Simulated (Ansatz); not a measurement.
The system is Al.

```
CELL_PARAMETERS angstrom
0.00000 2.02481 2.02481
2.02481 0.00000 2.02481
2.02481 2.02481 0.00000
ATOMIC_POSITIONS crystal
Al 0.00000 0.00000 0.00000
```

Base run:

* Program: Ansatz 0.2.0
* Functional: PBE
* Potentials or basis: Ansatz PAW
* Cutoff: 420 eV
* Density cutoff: 1680 eV
* k mesh: 15 × 15 × 15
* Occupations: fermi-dirac, width 0.05 eV
* Spin: no spin polarisation

Its results: band gap on the k mesh none (metal or under the smearing width); pressure -0.6 GPa.

**Question.** After a change of settings the same cell gave: band gap on the k mesh none (metal or under the smearing width); pressure 0.0 GPa. Which change was it?
A. k mesh from 15 × 15 × 15 to 6 × 6 × 6
B. functional from PBE to PBEsol; k mesh from 15 × 15 × 15 to 11 × 11 × 11
C. functional from PBE to r2SCAN; cutoff from 420 eV to 500 eV; density cutoff from 1680 eV to 2000 eV; k mesh from 15 × 15 × 15 to 11 × 11 × 11

**Answer.** A.

Caveats: some runs use coarse meshes.

Not every run made on this cell is shown here.
